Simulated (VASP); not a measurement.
# SiC (Moissanite 3C) (F-43m) in VASP: a series of runs

Runs on SiC (Moissanite 3C). Level: PBE+D3(BJ). Tasks: relaxation of the atoms.

Program: VASP 6.6.1. These are calculated values, not measurements. Logs are shortened: lines on timing, memory, paths and dates and some standing lists are left out, and cuts for length are marked.

**Experimental background.**

From “Insight into the structural, elastic and electronic properties of a new orthorhombic 6O-SiC polytype”, 2020, pmc:7200658, for a bulk crystal of SiC: band gap 2.4 eV (indirect).

The runs below are set against these values where they give the same quantity.

### Step 1. Starting point

The structure is cubic, space group F-43m (No. 216). Conventional cell: a = 4.347 Å, b = 4.347 Å, c = 4.347 Å, α = 90.00°, β = 90.00°, γ = 90.00°. Around Si (site symmetry -43m) lie 4 C at 1.88 Å. Around C (site symmetry -43m) lie 4 Si at 1.88 Å.

### Step 2. Relaxation of the atoms, PBE+D3(BJ)

Input file INCAR:

```
ALGO = Normal
EDIFF = 1E-7
EDIFFG = -0.01
ENCUT = 600
GGA = PE
IBRION = 2
ISIF = 2
ISMEAR = 0
IVDW = 12
LASPH = T
LCHARG = F
LREAL = F
LWAVE = F
NELM = 80
NSW = 40
PREC = Accurate
SIGMA = 0.03
```

Input file KPOINTS:

```
k-points
0
Gamma
  10 10 10
```

Input file POSCAR:

```
SiC                                     
1.0
    0.0000000000      2.1736476167      2.1736476167
    2.1736476167      0.0000000000      2.1736476167
    2.1736476167      2.1736476167      0.0000000000
  Si              C             
     1     1
Direct
     0.0000000000000000    0.0000000000000000    0.0000000000000000
     0.2500000000000000    0.2500000000000000    0.2500000000000000
```

Potentials or basis: VASP PAW PBE potentials, release 64 (Si, C).

Run with:

```bash
$ cat potpaw_PBE.64/Si/POTCAR potpaw_PBE.64/C/POTCAR > POTCAR
$ mpirun -np 1 vasp_std > vasp.out
```

OUTCAR:

```text
EDIFF = 1E-7
   EDIFFG = -0.01
   ENCUT = 600
   GGA = PE
   IBRION = 2
   ISIF = 2
   ISMEAR = 0
   IVDW = 12
   LASPH = T
   LREAL = F
   NELM = 80
   NSW = 40
   PREC = Accurate
 IVDW          = 12

 ion  position               nearest neighbor table
   1  0.000  0.000  0.000-   2 1.88   2 1.88   2 1.88   2 1.88
   2  0.250  0.250  0.250-   1 1.88   1 1.88   1 1.88   1 1.88

  LATTYP: Found a face centered cubic cell.
 ALAT       =     4.3472952334

  Lattice vectors:

 A1 = (   0.0000000000,   2.1736476167,   2.1736476167)
 A2 = (   2.1736476167,   0.0000000000,   2.1736476167)
 A3 = (   2.1736476167,   2.1736476167,   0.0000000000)

Analysis of symmetry for initial positions (statically):
=====================================================================
 Subroutine PRICEL returns:
 Original cell was already a primitive cell.

 Routine SETGRP: Setting up the symmetry group for a
 face centered cubic supercell.

 Subroutine GETGRP returns: Found 24 space group operations
 (whereof 24 operations were pure point group operations)
 out of a pool of 48 trial point group operations.

The static configuration has the point symmetry T_d .

Analysis of symmetry for dynamics (positions and initial velocities):
=====================================================================
 Subroutine PRICEL returns:
 Original cell was already a primitive cell.

 Routine SETGRP: Setting up the symmetry group for a
 face centered cubic supercell.

 Subroutine GETGRP returns: Found 24 space group operations
 (whereof 24 operations were pure point group operations)
 out of a pool of 48 trial point group operations.

The dynamic configuration has the point symmetry T_d .

 Subroutine INISYM returns: Found 24 space group operations
 (whereof 24 operations are pure point group operations),
 and found     1 'primitive' translations

----------------------------------------------------------------------------------------

                                     Primitive cell

  volume of cell :      20.5399

  direct lattice vectors                    reciprocal lattice vectors
     0.000000000  2.173647617  2.173647617    -0.230028086  0.230028086  0.230028086
     2.173647617  0.000000000  2.173647617     0.230028086 -0.230028086  0.230028086
     2.173647617  2.173647617  0.000000000     0.230028086  0.230028086 -0.230028086

  length of vectors
     3.074001939  3.074001939  3.074001939     0.398420331  0.398420331  0.398420331

  position of ions in fractional coordinates (direct lattice)
     0.000000000  0.000000000  0.000000000
     0.250000000  0.250000000  0.250000000

  ion indices of the primitive-cell ions
   primitive index   ion index
                 1           1
                 2           2

----------------------------------------------------------------------------------------

 KPOINTS: k-points

Automatic generation of k-mesh.
 Grid dimensions read from file:
 generate k-points for:   10   10   10

 Generating k-lattice:

  Cartesian coordinates                     Fractional coordinates (reciprocal lattice)
    -0.023002809  0.023002809  0.023002809     0.100000000  0.000000000  0.000000000
     0.023002809 -0.023002809  0.023002809     0.000000000  0.100000000  0.000000000
     0.023002809  0.023002809 -0.023002809     0.000000000  0.000000000  0.100000000

  Length of vectors
     0.039842033  0.039842033  0.039842033

  Shift w.r.t. Gamma in fractional coordinates (k-lattice)
     0.000000000  0.000000000  0.000000000

 Subroutine IBZKPT returns following result:
 ===========================================

 Found     47 irreducible k-points:

 Following reciprocal coordinates:
            Coordinates               Weight
  0.000000  0.000000  0.000000      1.000000
  0.100000  0.000000  0.000000      8.000000
  0.200000  0.000000  0.000000      8.000000
  0.300000  0.000000  0.000000      8.000000
  0.400000  0.000000  0.000000      8.000000
  0.500000  0.000000  0.000000      4.000000
[... 16 lines left out ...]
  0.300000  0.300000  0.000000      6.000000
  0.400000  0.300000  0.000000     24.000000
 [... further k-points ...]
   k-points           NKPTS =     47   k-points in BZ     NKDIM =     47   number of bands    NBANDS=      8
   number of dos      NEDOS =    301   number of ions     NIONS =      2
   total plane-waves  NPLWV =  21952
   dimension x,y,z NGX =    28 NGY =   28 NGZ =   28
   dimension x,y,z NGXF=    56 NGYF=   56 NGZF=   56
   ions per type =               1   1
   NGX,Y,Z   is equivalent  to a cutoff of  15.14, 15.14, 15.14 a.u.
   NGXF,Y,Z  is equivalent  to a cutoff of  30.29, 30.29, 30.29 a.u.
 SYSTEM =  unknown system
   PREC   = accura    normal or accurate (medium, high low for compatibility)
   ISTART =      0    job   : 0-new  1-cont  2-samecut
   ICHARG =      2    charge: 1-file 2-atom 10-const
   ISPIN  =      1    spin polarized calculation?
   LNONCOLLINEAR =      F non collinear calculations
   LSORBIT =      F    spin-orbit coupling
   LASPH  =      T    aspherical Exc in radial PAW
   ENCUT  =  600.0 eV  44.10 Ry    6.64 a.u.   6.14  6.14  6.14*2*pi/ulx,y,z
   NELM   =     80;   NELMIN=  2; NELMDL= -5     # of ELM steps
   EDIFF  = 0.1E-06   stopping-criterion for ELM
   LREAL  =      F    real-space projection
   EDIFFG = -.1E-01   stopping-criterion for IOM
   NSW    =     40    number of steps for IOM
   IBRION =      2    ionic relax: 0-MD 1-quasi-New 2-CG
   NFREE  =      1    steps in history (QN), initial steepest desc. (CG)
   ISIF   =      2    stress and relaxation
   ISYM   =      2    0-nonsym 1-usesym 2-fastsym
   POTIM  = 0.5000    time-step for ionic-motion
   TEBEG  =    0.0;   TEEND  =   0.0 temperature during run
   PSTRESS=    0.0 pullay stress
   NELECT =       8.0000    total number of electrons
   NUPDOWN=      -1.0000    fix difference up-down
   EMIN   =  10.00;   EMAX   =-10.00  energy-range for DOS
   EFERMI =   0.00;   METHOD = LEGACY
   ISMEAR =     0;   SIGMA  =   0.03  broadening in eV -4-tet -1-fermi 0-gaus
   EFERMI_NEDOS =   21; number of points for ismear=-14 and -15
   IALGO  =     38    algorithm
   IMIX   =      4    mixing-type and parameters
     AMIX     =   0.40;   BMIX     =  1.00
     AMIX_MAG =   1.60;   BMIX_MAG =  1.00
  volume/ion in A,a.u.               =      10.27        69.30
  Fermi-wavevector in a.u.,A,eV,Ry     =   1.195563  2.259286 19.447762  1.429370
  Thomas-Fermi vector in A             =   2.331525
   LORBIT       =      0    0 simple, 1 ext, 2 COOP (PROOUT), +10 PAW based schemes
   GGA     = PE    functional components
   LHFCALC =     F    Hartree Fock is set to
   AEXX    =    0.0000 exact exchange contribution
   IVDW    =    12    specifies the selected vdW correction
   LEPSILON=     F    determine dielectric tensor
   LRPA    =     F    only Hartree local field effects (RPA)
 conjugate gradient relaxation of ions
 non-spin polarized calculation
 Gauss-broadening in eV      SIGMA  =   0.03
  energy-cutoff  :      600.00
  volume of cell :       20.54
 maximum number of plane-waves:       701
 NGX is ok and might be reduce to    28
   NGX = 13   NGY = 13   NGZ = 13

 number of electron       8.0000000 magnetization

 Free energy of the ion-electron system (eV)
  ---------------------------------------------------
  ext. energy  EPLUGINS =         0.00000000
  ---------------------------------------------------
  free energy    TOTEN  =       -15.05525444 eV

  energy without entropy =      -15.05525444  energy(sigma->0) =      -15.05525444

 E-fermi :   8.3936     XC(G=0): -11.3884

 val. band max:        8.1892289922   @ k =   0.0000   0.0000   0.0000
 cond. band min:       9.5397601832   @ k =   0.5000   0.5000   0.0000
 fundamental gap:      1.3505311910
 Fermi energy:         8.3935894967

 k-point     1 :       0.0000    0.0000    0.0000
  band No.  band energies     occupation
      1      -7.2719      2.00000
      2       8.1892      2.00000
      3       8.1892      2.00000
      4       8.1892      2.00000
      5      14.5094      0.00000
      6      15.5488      0.00000
      7      15.5488      0.00000
      8      15.5488      0.00000

 k-point     2 :       0.1000    0.0000    0.0000
  band No.  band energies     occupation
      1      -7.0753      2.00000
      2       7.1800      2.00000
      3       8.0555      2.00000
      4       8.0555      2.00000
      5      14.7597      0.00000
      6      15.7931      0.00000
      7      15.7931      0.00000
      8      15.8333      0.00000

 k-point     3 :       0.2000    0.0000    0.0000
  band No.  band energies     occupation
      1      -6.4945      2.00000
      2       5.0540      2.00000
      3       7.7482      2.00000
      4       7.7482      2.00000
      5      14.4605      0.00000
      6      16.1507      0.00000
      7      16.1507      0.00000
      8      17.0415      0.00000

 k-point     4 :       0.3000    0.0000    0.0000
  band No.  band energies     occupation
      1      -5.5648      2.00000
      2       2.7312      2.00000
      3       7.4318      2.00000
      4       7.4318      2.00000
      5      14.0511      0.00000
      6      16.0031      0.00000
      7      16.0031      0.00000
      8      18.0043      0.00000

 k-point     5 :       0.4000    0.0000    0.0000
  band No.  band energies     occupation
      1      -4.4135      2.00000
      2       0.6655      2.00000
      3       7.2127      2.00000
      4       7.2127      2.00000
      5      13.7813      0.00000
      6      15.6176      0.00000
      7      15.6176      0.00000
      8      18.2820      0.00000

 k-point     6 :       0.5000    0.0000    0.0000
  band No.  band energies     occupation
      1      -3.6783      2.00000
      2      -0.3854      2.00000
      3       7.1359      2.00000
      4       7.1359      2.00000
      5      13.6906      0.00000
      6      15.4471      0.00000
      7      15.4471      0.00000
      8      18.2847      0.00000

 k-point     7 :       0.1000    0.1000    0.0000
  band No.  band energies     occupation
      1      -7.0098      2.00000
      2       7.4368      2.00000
      3       7.7148      2.00000
      4       7.7148      2.00000
      5      14.7192      0.00000
      6      15.3068      0.00000
      7      16.2576      0.00000
      8      16.2576      0.00000
[... 133 lines left out ...]
 k-point    20 :      -0.4000    0.2000    0.0000
  band No.  band energies     occupation
      1      -3.2189      2.00000
      2       0.3669      2.00000
      3       4.4535      2.00000
      4       6.5236      2.00000
      5      13.0211      0.00000
      6      16.5120      0.00000
      7      17.2692      0.00000
      8      19.4573      0.00000

 k-point    21 :      -0.3000    0.2000    0.0000
  band No.  band energies     occupation
      1      -4.1865      2.00000
      2       1.7559      2.00000
      3       4.3662      2.00000
      4       7.0169      2.00000
      5      13.8074      0.00000
      6      16.5031      0.00000
      7      16.9882      0.00000
      8      18.5506      0.00000

 k-point    22 :      -0.2000    0.2000    0.0000
  band No.  band energies     occupation
      1      -5.2530      2.00000
      2       3.3779      2.00000
      3       4.9589      2.00000
      4       7.5422      2.00000
      5      14.7897      0.00000
      6      16.2590      0.00000
      7      16.6168      0.00000
      8      17.4123      0.00000

 k-point    23 :       0.3000    0.3000    0.0000
  band No.  band energies     occupation
      1      -4.9859      2.00000
      2       3.8295      2.00000
      3       5.8168      2.00000
      4       5.8168      2.00000
      5      11.3699      0.00000
      6      13.8315      0.00000
      7      19.7966      0.00000
      8      19.7966      0.00000

 k-point    24 :       0.4000    0.3000    0.0000
  band No.  band energies     occupation
      1      -4.1113      2.00000
      2       2.6012      2.00000
      3       5.0236      2.00000
      4       5.5534      2.00000
      5      11.0651      0.00000
      6      13.8453      0.00000
      7      19.8911      0.00000
      8      20.1920      0.00000

 [... further k-points ...]

------------------------ aborting loop because EDIFF is reached ----------------------------------------

 Edisp (eV)   -0.60669

 E8    (eV) :    -0.2280

  FORCE on cell =-STRESS in cart. coord.  units (eV):
  Direction    XX          YY          ZZ          XY          YZ          ZX
  --------------------------------------------------------------------------------------
  -------------------------------------------------------------------------------------
  Total       0.00226     0.00226     0.00226     0.00000     0.00000     0.00000
  in kB       0.17598     0.17598     0.17598     0.00000     0.00000     0.00000
  external pressure =        0.18 kB  Pullay stress =        0.00 kB

 VOLUME and BASIS-vectors are now :
 -----------------------------------------------------------------------------
  energy-cutoff  :      600.00
  volume of cell :       20.54
      direct lattice vectors                 reciprocal lattice vectors
     0.000000000  2.173647617  2.173647617    -0.230028086  0.230028086  0.230028086
     2.173647617  0.000000000  2.173647617     0.230028086 -0.230028086  0.230028086
     2.173647617  2.173647617  0.000000000     0.230028086  0.230028086 -0.230028086

 POSITION                                       TOTAL-FORCE (eV/Angst)
 -----------------------------------------------------------------------------------
      0.00000      0.00000      0.00000        -0.000000     -0.000000     -0.000000
      1.08682      1.08682      1.08682         0.000000      0.000000      0.000000
 -----------------------------------------------------------------------------------
    total drift:                               -0.000000     -0.000000     -0.000000

  FREE ENERGIE OF THE ION-ELECTRON SYSTEM (eV)
  ---------------------------------------------------
  free  energy   TOTEN  =       -15.6619436184 eV

  energy  without entropy=      -15.6619436184  energy(sigma->0) =      -15.66194362

 reached required accuracy - stopping structural energy minimisation
```

It took 12 s on 1 thread of Intel Xeon Platinum 8488C (Sapphire Rapids), shared host; peak memory 0.16 GiB.

What came out:

- Free energy: -15.6619 eV
- Pressure after relaxing: 0.0 GPa
- Band gap on the k mesh: 1.35 eV, indirect (least direct gap 4.55 eV)
- Dispersion energy per atom: -0.303 eV

Final structure:
```xyz
2
Lattice="0.0000 2.1736 2.1736 2.1736 0.0000 2.1736 2.1736 2.1736 0.0000" Properties=species:S:1:pos:R:3 pbc="T T T"
Si    0.0000    0.0000    0.0000
C     1.0868    1.0868    1.0868
```

Caveat: the relaxation stopped at its first step, so nothing moved.

(Continued in part 2 of 2.)
